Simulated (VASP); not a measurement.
Here is a VASP 6.6.1 calculation.

The input INCAR:

```
SYSTEM = SnSe
ALGO = Normal
EDIFF = 1E-8
ENCUT = 520
GGA = CA
ISIF = 2
ISMEAR = 0
KPAR = 4
LASPH = .True.
LCHARG = .False.
LEPSILON = .True.
LREAL = .False.
LWAVE = .False.
NELM = 60
PREC = Accurate
SIGMA = 0.02
```

The input KPOINTS:

```
k-points
0
Gamma
  4 6 6
  0 0 0
```

Contents of POSCAR:

```
SnSe
1.0
   11.4200000000      0.0000000000      0.0000000000
    0.0000000000      4.1900000000      0.0000000000
    0.0000000000      0.0000000000      4.4600000000
Sn Se
4 4
Direct
    0.8770000000      0.7500000000      0.9090000000
    0.6230000000      0.2500000000      0.4090000000
    0.3770000000      0.7500000000      0.5910000000
    0.1230000000      0.2500000000      0.0910000000
    0.6430000000      0.7500000000      0.9840000000
    0.8570000000      0.2500000000      0.4840000000
    0.1430000000      0.7500000000      0.5160000000
    0.3570000000      0.2500000000      0.0160000000
```

Potentials or basis: VASP PAW LDA potentials, release 64 (Sn_d, Se).

The run is started by

```bash
$ cat potpaw_LDA.64/Sn_d/POTCAR potpaw_LDA.64/Se/POTCAR > POTCAR
$ mpirun -np 4 vasp_std > vasp.out
```

Problem. Estimate the electronic dielectric tensor (diagonal).

Solution. 18.71, 27.28, 21.80.

Problem. What does it give for the Born charges (mean of the diagonal)?

Solution. Sn +3.70; Se -3.70 e.

Problem. Predict the band gap on the k mesh.

Solution. 0.47 eV, indirect (least direct gap 0.65 eV).

Electronic dielectric tensor:
```
18.71  0.00  0.00
 0.00 27.28  0.00
 0.00  0.00 21.80
```

Caveat: the gap is small at this level, which inflates the dielectric constant; spin-orbit coupling is left out, which moves the levels of the heavy elements.

**What was measured.**

From “Linear dichroism of the optical properties of SnS and SnSe van der Waals crystals”, 2024, arxiv:2409.17412, for a bulk crystal of SnSe at 300 K: band gap 0.89 eV (indirect).

A measured gap of SnSe is 0.89 eV (indirect; 300 K; “Linear dichroism of the optical properties of SnS and SnSe van der Waals crystals”, 2024, arxiv:2409.17412); the calculated 0.47 eV misses it by -0.42 eV. 2 values of this kind are on record (0.89 to 0.99 eV); this one was drawn at random. Spin-orbit coupling on Se, Sn is left out. The value is that of LDA on a finite k mesh, which can miss the band edges, without temperature or zero-point motion. Semilocal functionals fall short of measured gaps as a rule.
